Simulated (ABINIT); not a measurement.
# CuAu (P4/mmm) in ABINIT: further runs

One crystal, CuAu, is run at these levels: PBE; tasks: single point.

Everything below comes from runs of ABINIT 10.8.3 (patched build). Logs are shortened: lines on timing, memory, paths and dates and some standing lists are left out, and cuts for length are marked. The log counts tension as positive stress, the text compression.

## Step 1: The crystal as given

The structure is tetragonal, space group P4/mmm (No. 123). The conventional cell has a = 2.811 Å, b = 2.811 Å, c = 3.685 Å, α = 90.00°, β = 90.00°, γ = 90.00°. Au (site symmetry 4/mmm) is surrounded by 8 Cu at 2.71 Å and 4 Au at 2.81 Å. Cu (site symmetry 4/mmm) is surrounded by 8 Au at 2.71 Å and 4 Cu at 2.81 Å.

## Step 2: Single point, PBE

Input file run.abi:

```
# Pseudopotentials
pp_dirpath "./"
pseudos "Au.GGA_PBE-JTH.xml, Cu.GGA_PBE-JTH.xml"

# Structure
acell 2.8107494552 2.8107494552 3.685 Angstrom
rprim
     1.0000000000     0.0000000000     0.0000000000
     0.0000000000     1.0000000000     0.0000000000
     0.0000000000     0.0000000000     1.0000000000
ntypat 2
znucl 79 29
natom 2
typat 1 2
xred
     0.0000000000     0.0000000000     0.0000000000
     0.5000000000     0.5000000000     0.5000000000

# Plane-wave basis
ecut 26.0
pawecutdg 48.0
pawxcdev 0

# k points
kptopt 1
ngkpt 9 9 7
nshiftk 1
shiftk 0.0 0.0 0.0

# Exchange and correlation
ixc 11

# Bands and occupations
nband 19
occopt 3
tsmear 0.00367493

# SCF cycle
nstep 100
tolvrs 1.0e-9

# Output
iomode 3
prtwf 0
prtden 0
prteig 0
prtebands 0
```

Potentials or basis: JTH PAW PBE v2.0.

Command:

```sh
abinit run.abi > log 2>&1
```

run.abo:

```text
.Version 10.8.3 of ABINIT
 Symmetries : space group P4/m m m (#123); Bravais tP (primitive tetrag.)
================================================================================
 Values of the parameters that define the memory need of the present run
     intxc =       0    ionmov =       0      iscf =      17    lmnmax =      18
     lnmax =       6     mgfft =      32  mpssoang =       3    mqgrid =    3001
     natom =       2  nloc_mem =       2    nspden =       1   nspinor =       1
    nsppol =       1      nsym =      16    n1xccc =       1    ntypat =       2
    occopt =       3   xclevel =       2
       mpw =        1260          nfft =       23328          nkpt =          60
 PAW method is used; the additional fine FFT grid is defined by:
   mgfftf=        45    nfftf =     58320
================================================================================
================================================================================

--------------------------------------------------------------------------------
------------- Echo of variables that govern the present computation ------------
--------------------------------------------------------------------------------
 -outvars: echo values of preprocessed input variables --------
            acell      5.3115466789E+00  5.3115466789E+00  6.9636407740E+00 Bohr
              amu      1.96966540E+02  6.35460000E+01
             ecut      2.60000000E+01 Hartree
                       outvar_i_n : Printing only first  50 k-points.
              ixc          11
                       outvar_i_n : Printing only first  50 k-points.
         kptrlatt        9    0    0      0    9    0      0    0    7
          kptrlen      4.78039201E+01
            natom           2
            nband          19
            ngfft          27      27      32
          ngfftdg          36      36      45
             nkpt          60
            nstep         100
             nsym          16
           ntypat           2
                       prtocc : prtvol=0, do not print more k-points.
           occopt           3
        pawecutdg      4.80000000E+01 Hartree
         pawxcdev           0
           prtden           0
        prtebands           0
           prteig           0
            prtwf           0
          spgroup         123
           tolvrs      1.00000000E-09
           tsmear      3.67493000E-03 Hartree
            typat      1  2
           useylm           1
                       outvars : Printing only first  50 k-points.
           xangst      0.0000000000E+00  0.0000000000E+00  0.0000000000E+00
                       1.4053747276E+00  1.4053747276E+00  1.8425000000E+00
            xcart      0.0000000000E+00  0.0000000000E+00  0.0000000000E+00
                       2.6557733394E+00  2.6557733394E+00  3.4818203870E+00
             xred      0.0000000000E+00  0.0000000000E+00  0.0000000000E+00
                       5.0000000000E-01  5.0000000000E-01  5.0000000000E-01
            znucl       79.00000   29.00000

================================================================================

 chkinp: Checking input parameters for consistency.

================================================================================
== DATASET  1 ==================================================================

--- !DatasetInfo
iteration_state: {dtset: 1, }
dimensions: {natom: 2, nkpt: 60, mband: 19, nsppol: 1, nspinor: 1, nspden: 1, mpw: 1260, }
cutoff_energies: {ecut:  26.0, pawecutdg:  48.0, }
electrons: {nelect:   3.00000000E+01, charge:   0.00000000E+00, occopt:   3.00000000E+00, tsmear:   3.67493000E-03, }
meta: {optdriver: 0, ionmov: 0, optcell: 0, iscf: 17, paral_kgb: 0, }
...

 Exchange-correlation functional for the present dataset will be:
  GGA: Perdew-Burke-Ernzerhof functional - ixc=11
  J.P.Perdew, K.Burke, M.Ernzerhof, PRL 77, 3865 (1996)

 Real(R)+Recip(G) space primitive vectors, cartesian coordinates (Bohr,Bohr^-1):
 R(1)=  5.3115467  0.0000000  0.0000000  G(1)=  0.1882691  0.0000000  0.0000000
 R(2)=  0.0000000  5.3115467  0.0000000  G(2)=  0.0000000  0.1882691  0.0000000
 R(3)=  0.0000000  0.0000000  6.9636408  G(3)=  0.0000000  0.0000000  0.1436030
 Unit cell volume ucvol=  1.9646191E+02 bohr^3
 Angles (23,13,12)=  9.00000000E+01  9.00000000E+01  9.00000000E+01 degrees

 Coarse grid specifications (used for wave-functions):

 getcut: wavevector=  0.0000  0.0000  0.0000  ngfft=  27  27  32
         ecut(hartree)=     26.000   => boxcut(ratio)=   2.00199

 Fine grid specifications (used for densities):

 getcut: wavevector=  0.0000  0.0000  0.0000  ngfft=  36  36  45
         ecut(hartree)=     48.000   => boxcut(ratio)=   2.02596

--- Pseudopotential description ------------------------------------------------
- pspini: atom type   1  psp file is ./Au.GGA_PBE-JTH.xml
 Pseudopotential format is: paw10
 basis_size (lnmax)=  6 (lmn_size= 18), orbitals=   0   0   1   1   2   2
 Spheres core radius: rc_sph= 2.50869560
 Shapefunction is SIN type: shapef(r)=[sin(pi*r/rshp)/(pi*r/rshp)]**2
 Radius for shape functions =  2.26305713
 Compensation charge density is not taken into account in XC energy/potential

- pspini: atom type   2  psp file is ./Cu.GGA_PBE-JTH.xml
 Pseudopotential format is: paw10
 basis_size (lnmax)=  6 (lmn_size= 18), orbitals=   0   0   1   1   2   2
 Spheres core radius: rc_sph= 2.00090475
 Shapefunction is SIN type: shapef(r)=[sin(pi*r/rshp)/(pi*r/rshp)]**2
 Radius for shape functions =  1.80603571
 Compensation charge density is not taken into account in XC energy/potential

   2.17238152E+03                                ecore*ucvol(ha*bohr**3)
--------------------------------------------------------------------------------

================================================================================

--- !BeginCycle
iteration_state: {dtset: 1, }
solver: {iscf: 17, nstep: 100, nline: 4, wfoptalg: 10, }
tolerances: {tolvrs: 1.00E-09, }
...

     iter   Etot(hartree)      deltaE(h)  residm     nres2
 ETOT  1  -230.56190081894    -2.306E+02 3.049E+01 2.721E+01
 ETOT  2  -232.20654465452    -1.645E+00 1.524E-01 2.306E+01
 ETOT  3  -232.12664215541     7.990E-02 3.038E-02 4.697E+00
 ETOT  4  -232.12953294835    -2.891E-03 1.849E-02 2.181E+00
 ETOT  5  -232.12101697550     8.516E-03 9.898E-03 4.586E-01
 ETOT  6  -232.12397734437    -2.960E-03 8.842E-03 1.802E-01
 ETOT  7  -232.12359494829     3.824E-04 2.920E-03 1.418E-03
 ETOT  8  -232.12367875007    -8.380E-05 1.540E-03 7.102E-03
 ETOT  9  -232.12366245731     1.629E-05 7.708E-04 1.933E-03
 ETOT 10  -232.12366215806     2.993E-07 4.370E-04 7.414E-04
 ETOT 11  -232.12366127203     8.860E-07 4.223E-04 3.253E-04
 ETOT 12  -232.12366108739     1.846E-07 2.628E-04 5.000E-05
 ETOT 13  -232.12366111763    -3.025E-08 3.030E-04 1.290E-05
 ETOT 14  -232.12366110240     1.523E-08 2.321E-04 1.684E-07
 ETOT 15  -232.12366112541    -2.301E-08 2.557E-04 1.842E-06
 ETOT 16  -232.12366112361     1.804E-09 1.990E-04 9.737E-07
 ETOT 17  -232.12366112220     1.409E-09 2.123E-04 2.480E-07
 ETOT 18  -232.12366112232    -1.179E-10 1.664E-04 6.739E-08
 ETOT 19  -232.12366112262    -3.075E-10 1.720E-04 5.378E-08
 ETOT 20  -232.12366112253     9.493E-11 1.356E-04 5.429E-09
 ETOT 21  -232.12366112256    -3.308E-11 1.367E-04 1.189E-09
 ETOT 22  -232.12366112256    -7.674E-13 1.082E-04 1.248E-09
 ETOT 23  -232.12366112256     6.253E-13 1.067E-04 3.046E-10

 At SCF step   23       nres2   =  3.05E-10 < tolvrs=  1.00E-09 =>converged.

 Cartesian components of stress tensor (hartree/bohr^3)
  sigma(1 1)= -1.65987936E-04  sigma(3 2)=  0.00000000E+00
  sigma(2 2)= -1.65987936E-04  sigma(3 1)=  0.00000000E+00
  sigma(3 3)= -1.47160652E-04  sigma(2 1)=  0.00000000E+00

--- !ResultsGS
iteration_state: {dtset: 1, }
comment   : Summary of ground state results
lattice_vectors:
- [  5.3115467,   0.0000000,   0.0000000, ]
- [  0.0000000,   5.3115467,   0.0000000, ]
- [  0.0000000,   0.0000000,   6.9636408, ]
lattice_lengths: [   5.31155,    5.31155,    6.96364, ]
lattice_angles: [ 90.000,  90.000,  90.000, ] # degrees, (23, 13, 12)
lattice_volume:   1.9646191E+02
convergence: {deltae:  6.253E-13, res2:  3.046E-10, residm:  1.067E-04, diffor: null, }
etotal    :  -2.32123661E+02
entropy   :   0.00000000E+00
fermie    :   2.76355257E-01
cartesian_stress_tensor: # hartree/bohr^3
- [ -1.65987936E-04,   0.00000000E+00,   0.00000000E+00, ]
- [  0.00000000E+00,  -1.65987936E-04,   0.00000000E+00, ]
- [  0.00000000E+00,   0.00000000E+00,  -1.47160652E-04, ]
pressure_GPa:   4.6989E+00
xred      :
- [  0.0000E+00,   0.0000E+00,   0.0000E+00, Au]
- [  5.0000E-01,   5.0000E-01,   5.0000E-01, Cu]
cartesian_forces: # hartree/bohr
- [ -0.00000000E+00,  -0.00000000E+00,  -0.00000000E+00, ]
- [ -0.00000000E+00,  -0.00000000E+00,  -0.00000000E+00, ]
force_length_stats: {min:   0.00000000E+00, max:   0.00000000E+00, mean:   0.00000000E+00, }
...

 Integrated electronic density in atomic spheres:
 ------------------------------------------------
 Atom  Sphere_radius  Integrated_density
    1        2.50870          9.55867957
    2        2.00090         17.33825048

================================================================================

 ----iterations are completed or convergence reached----

 Mean square residual over all n,k,spin=   19.563E-08; max=  10.673E-05
 reduced coordinates (array xred) for    2 atoms
       0.000000000000      0.000000000000      0.000000000000
       0.500000000000      0.500000000000      0.500000000000
 rms dE/dt=  0.0000E+00; max dE/dt=  0.0000E+00; dE/dt below (all hartree)
    1       0.000000000000      0.000000000000      0.000000000000
    2       0.000000000000      0.000000000000      0.000000000000

 cartesian coordinates (angstrom) at end:
    1      0.00000000000000     0.00000000000000     0.00000000000000
    2      1.40537472760000     1.40537472760000     1.84250000000000

 cartesian forces (hartree/bohr) at end:
    1     -0.00000000000000    -0.00000000000000    -0.00000000000000
    2     -0.00000000000000    -0.00000000000000    -0.00000000000000
 frms,max,avg= 0.0000000E+00 0.0000000E+00   0.000E+00  0.000E+00  0.000E+00 h/b

 cartesian forces (eV/Angstrom) at end:
    1     -0.00000000000000    -0.00000000000000    -0.00000000000000
    2     -0.00000000000000    -0.00000000000000    -0.00000000000000
 frms,max,avg= 0.0000000E+00 0.0000000E+00   0.000E+00  0.000E+00  0.000E+00 e/A
 length scales=  5.311546678873  5.311546678873  6.963640773970 bohr
              =  2.810749455200  2.810749455200  3.685000000000 angstroms
 Fermi (or HOMO) energy (hartree) =   0.27636   Average Vxc (hartree)=  -0.43493
 Eigenvalues (hartree) for nkpt=  60  k points:
 kpt#   1, nband= 19, wtk=  0.00176, kpt=  0.0000  0.0000  0.0000 (reduced coord)
  -3.84955   -2.28355   -2.28315   -2.28315   -0.08309    0.03371    0.03954    0.12743
   0.12743    0.16620    0.17357    0.19888    0.21534    0.22350    0.22350    0.35370
   0.57108    0.64801    0.64801
      occupation numbers for kpt#   1
   2.00000    2.00000    2.00000    2.00000    2.00000    2.00000    2.00000    2.00000
   2.00000    2.00000    2.00000    2.00000    2.00000    2.00000    2.00000    0.00000
   0.00000    0.00000    0.00000
 prteigrs : prtvol=0 or 1, do not print more k-points.

--- !EnergyTerms
iteration_state     : {dtset: 1, }
comment             : Components of total free energy in Hartree
kinetic             :  2.01384690352401E+01
hartree             :  5.49636557799030E+01
xc                  : -5.75307542934375E+00
Ewald energy        : -1.46035162458517E+02
psp_core            :  1.10575200373638E+01
local_psp           : -1.36639625641067E+02
PAW spherical_terms : -2.98549370310977E+01
internal            : -2.32123155707518E+02
'-kT*entropy'       : -5.24177744496885E-04
total_energy        : -2.32123679885263E+02
total_energy_eV     : -6.31640711019634E+03
...

--- !EnergyTermsDC
iteration_state     : {dtset: 1, }
comment             : '"Double-counting" decomposition of free energy'
band_energy         : -1.82894689826342E+01
Ewald energy        : -1.46035162458517E+02
psp_core            :  1.10575200373638E+01
xc_dc               : -5.36009881071474E+01
PAW spherical_terms : -2.52550374338829E+01
internal            : -2.32123136944818E+02
'-kT*entropy'       : -5.24177744496885E-04
total_energy_dc     : -2.32123661122562E+02
total_energy_dc_eV  : -6.31640659963725E+03
...

--- !EnergyTermsWithPAWCore
iteration_state     : {dtset: 1, }
comment             : 'Components of total free energy, including PAW core contributions'
Total energy        : -2.06669800784514E+04
Total energy DC     : -2.06669800596887E+04
Total energy (eV)   : -5.62377177452735E+05
Total energy DC (eV): -5.62377176942176E+05
...

 Cartesian components of stress tensor (hartree/bohr^3)
  sigma(1 1)= -1.65987936E-04  sigma(3 2)=  0.00000000E+00
  sigma(2 2)= -1.65987936E-04  sigma(3 1)=  0.00000000E+00
  sigma(3 3)= -1.47160652E-04  sigma(2 1)=  0.00000000E+00

-Cartesian components of stress tensor (GPa)         [Pressure=  4.6989E+00 GPa]
- sigma(1 1)= -4.88353367E+00  sigma(3 2)=  0.00000000E+00
- sigma(2 2)= -4.88353367E+00  sigma(3 1)=  0.00000000E+00
- sigma(3 3)= -4.32961586E+00  sigma(2 1)=  0.00000000E+00

== END DATASET(S) ==============================================================
================================================================================

 -outvars: echo values of variables after computation  --------
            acell      5.3115466789E+00  5.3115466789E+00  6.9636407740E+00 Bohr
           etotal     -2.3212366112E+02
            fcart     -0.0000000000E+00 -0.0000000000E+00 -0.0000000000E+00
                      -0.0000000000E+00 -0.0000000000E+00 -0.0000000000E+00
           strten     -1.6598793569E-04 -1.6598793569E-04 -1.4716065210E-04
                       0.0000000000E+00  0.0000000000E+00  0.0000000000E+00
           xangst      0.0000000000E+00  0.0000000000E+00  0.0000000000E+00
                       1.4053747276E+00  1.4053747276E+00  1.8425000000E+00
             xred      0.0000000000E+00  0.0000000000E+00  0.0000000000E+00
                       5.0000000000E-01  5.0000000000E-01  5.0000000000E-01
 Calculation completed.
```

It took 82 s on 1 thread of Arm Neoverse V1, shared host; peak memory 0.14 GiB.

What came out:

```yaml
Free_energy: -6316.4066 eV
Pressure: 4.7 GPa
Band_gap_on_the_k_mesh: none (metal or under the smearing width)
Valence_electrons_inside_the_program's_atomic_spheres: Au 9.56; Cu 17.34
```

[end of part 1 of 2]
